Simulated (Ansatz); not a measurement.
**Beryllium, simple cubic: HSE06 after PBE**

Aim: see what exact exchange does to the levels, and what it costs. Spin polarisation is left out. The cell comes from an earlier PBE relaxation. Exact exchange is dear, so the k-mesh is coarse, and PBE is run on the same mesh for comparison.

Computed with Ansatz 0.2.0 (DFT, plane waves (420 eV) with PBE-made PAW files, scalar-relativistic; functionals as named at each step, unless a step says otherwise).

**1. The starting structure**

It takes space group Pm-3m (No. 221, cubic). The conventional cell has a = 2.173 Å, b = 2.173 Å, c = 2.173 Å, α = 90.00°, β = 90.00°, γ = 90.00°. Around Be (site symmetry m-3m) lie 6 Be at 2.17 Å.

Coordinates:

```
Be
1.0
     2.17286    0.00000    0.00000
     0.00000    2.17286    0.00000
     0.00000    0.00000    2.17286
Be
1
Direct
  0.00000 0.00000 0.00000
```

**2. PBE on the coarse mesh**

The run with PBE.

The input, input.yaml:

```yaml
crystal:
  lattice:
    - [2.1728641133, 0.0, 0.0]
    - [0.0, 2.1728641133, 0.0]
    - [0.0, 0.0, 2.1728641133]
  atoms:
    - { symbol: Be, position: [0.0, 0.0, 0.0] }
hamiltonian:
  xc: pbe
  pseudopotentials:
    kind: paw
    azcp:
      Be: "pseudopotentials/Be.paw.azcp"
basis:
  ecutwfc: 420
  fft_grid_basis: typed
kpoints:
  mp_grid: { grid: [7, 7, 7], shift: [0, 0, 0] }
magnetization:
  spin_polarized: false
scf:
  occupations: { method: fermi_dirac, width: 0.1 }
```

On the command line:

```console
$ ansatz run input.yaml --threads 4 --pin off --max-ram 8192MiB --backend cpu --events-out ev --progress --plain --runs-dir out
```

Standard output, shortened:

```text
Warning: RAYON_NUM_THREADS=4 ignored (pool sized by the plan → 4); use --threads N
[...]
Pseudopotentials: kind: paw
Pseudopotential: Be, paw, valence charge 2, recommended cutoff 420 eV (normal), <dir>
Functional definition: PBE
[...]
Crystal: 1 atoms, lattice volume = 10.259 Å³
Basis set: ecut = 420 eV, 203 PW (Γ)
Bands: 5, of which v1, the nominal top of the filled ones, is band 1 counted from 1 (0 counted from 0)
Symmetry: 48 space group operations
Space group: Pm-3m (ITA 221), of the structure as read, at distance tolerance 2.2e-5 Å
k-points: 20 of 343
[...]
SCF iter   1: F=—  HF=-91.728796 eV  |F-HF|=—  |Δ(HF+E_count)|=         —  Δρ=6.52e-4  dr2=1.73e-5  ethr=1.77e-3  ⟨swp⟩=4.5  Hψ=938  notcnv=0
[...]
SCF iter   6: F=-91.728848 eV  HF=-91.728848 eV  |F-HF|=2.84e-14  |Δ(HF+E_count)|=  7.96e-13  Δρ=1.02e-8  dr2=5.34e-15  ethr=1.00e-12  ⟨swp⟩=1.0  Hψ=256  notcnv=0
[...]
SCF converged after 6 iterations
Free energy (F): -91.728848 eV
[...]
E sigma→0 (E₀):  -91.720776 eV
Entropy (-TS):   -0.016144 eV (-16.144 meV/atom)
Fermi energy:    5.497679 eV
[...]
```

Wall time 0.17 s (4 threads of Arm Neoverse V1, shared host); peak memory 0.22 GiB.

**3. HSE06 on the coarse mesh**

The run with HSE06.

input.yaml: that of step 2 with these lines changed.

```diff
@@ -8,3 +8,3 @@
 hamiltonian:
-  xc: pbe
+  xc: hse06
   pseudopotentials:
```

On the command line:

```console
$ ansatz run input.yaml --threads 4 --pin off --max-ram 8192MiB --backend cpu --events-out ev --progress --plain --runs-dir out
```

Standard output, shortened:

```text
Warning: RAYON_NUM_THREADS=4 ignored (pool sized by the plan → 4); use --threads N
[...]
Pseudopotentials: kind: paw
Pseudopotential: Be, paw, valence charge 2, recommended cutoff 420 eV (normal), <dir>
Functional definition: HSE06
[...]
Crystal: 1 atoms, lattice volume = 10.259 Å³
Basis set: ecut = 420 eV, 203 PW (Γ)
Bands: 5, of which v1, the nominal top of the filled ones, is band 1 counted from 1 (0 counted from 0)
Symmetry: 48 space group operations
Space group: Pm-3m (ITA 221), of the structure as read, at distance tolerance 2.2e-5 Å
k-points: 20 of 343
[...]
SCF iter   1: F=—  HF=-91.727062 eV  |F-HF|=—  |Δ(HF+E_count)|=         —  Δρ=6.20e-4  dr2=1.22e-5  ethr=1.77e-3  ⟨swp⟩=5.5  Hψ=454  notcnv=0
[...]
Frozen-core exchange: fock
[...]
hybrid outer 1: dexx = +2.623e-4 eV, tail = 1.58e-7 eV
[...]
Frozen-core exchange: fock
[...]
SCF iter   2: F=-91.731567 eV  HF=-91.731567 eV  |F-HF|=4.16e-10  |Δ(HF+E_count)|=  7.52e-10  Δρ=5.11e-6  dr2=1.69e-9  ethr=3.06e-10  ⟨swp⟩=2.0  Hψ=124  notcnv=0
[...]
hybrid outer 2: dexx = +3.517e-9 eV, tail = 3.72e-9 eV, Δε = 5.63e-4 eV (about 8.14e-5 eV left of the loop's levels)
hybrid SCF converged: 2 outer / 6 inner (+4 warm-up), last move |dexx| = 3.52e-9 eV, tail = 3.72e-9 eV
Stability not checked: this state was not tested for a lower state beside it, because the functional holds exact exchange (a hybrid, or Hartree-Fock), whose exchange loop this test does not read (fock_operator; see scf.lower_state_search)
Free energy (F): -91.731567 eV
Frozen-core exchange: fock
[...]
E sigma→0 (E₀):  -91.724484 eV
Entropy (-TS):   -0.014166 eV (-14.166 meV/atom)
Fermi energy:    5.536895 eV
[...]
--- Band table (eV; the first three rows and the last of 20) ---
  k-point 0: bands = ["-5.5607", "20.3747", "20.3747"]
[...]
  guard bands above this table: 2 of the run's 5 bands. The solve was not asked for them (output.publish_guard_bands: true or output.eigenvalues: true publishes all)
```

Run time: 1.2 s. Hardware: 4 threads of Arm Neoverse V1, shared host; peak memory 0.41 GiB.

**4. The functionals compared**

```csv
functional,gap on the mesh,Fermi energy (eV),SCF cycles,exchange loops,CPU time
PBE,none (levels filled in part),5.498,6,-,0.28 s
HSE06,none (levels filled in part),5.537,10,2,3.2 s
```

**5. Outcome**

| quantity | value |
| --- | --- |
| PBE: gap | none (levels filled in part) |
| HSE06: gap | none (levels filled in part) |
| HSE06: SCF cycles, exchange loops | 10, 2 |
| HSE06: CPU time over that of PBE | 11 |
| HSE06: relative to hcp | +1098 meV/atom |

What this shows: Neither PBE nor HSE06 shows a clean gap on this mesh. HSE06 cost 11 times the CPU time of PBE. HSE06 needed 2 outer loops of the exchange operator. To compare with dense-mesh energies, the change of PBE from this mesh and smearing to its dense run (-38.2 meV/atom, from a run not shown) is added. Under HSE06 it lies 1098 meV/atom above hcp (computed apart in the same way); on such meshes a few tens of meV are uncertain for metals. The total energies in the logs cannot be compared from one functional to another.
